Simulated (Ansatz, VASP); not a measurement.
Al in VASP and in Ansatz

```
Al
1.0
     0.00000    1.98225    1.98225
     1.98225    0.00000    1.98225
     1.98225    1.98225    0.00000
Al
1
Direct
  0.00000 0.00000 0.00000
```

Alike in both runs: task single point; functional r2SCAN; k mesh 18 × 18 × 18; occupations gaussian, width 0.05 eV; no spin polarisation.

```csv
,VASP,Ansatz
version,VASP 6.6.1,Ansatz 0.2.0
potentials or method,"VASP PAW PBE potentials, release 64 (Al)","scalar-relativistic, plane waves, PAW"
plane-wave cutoff (eV),520,500
valence electrons in the cell,3,3
```

Ansatz gave:

| Quantity | Value |
| --- | --- |
| gap on the k mesh at the Fermi level (eV) | none |
| pressure (GPa) | 1.9 |

Problem. Which values does VASP return?

Solution. gap on the k mesh at the Fermi level (eV): none; pressure (GPa): 1.6.

A gap of «none» marks a metal or a gap that the smearing closes.

Caveats: the PAW data sets were made with another functional, which shifts forces and pressure a little (VASP).
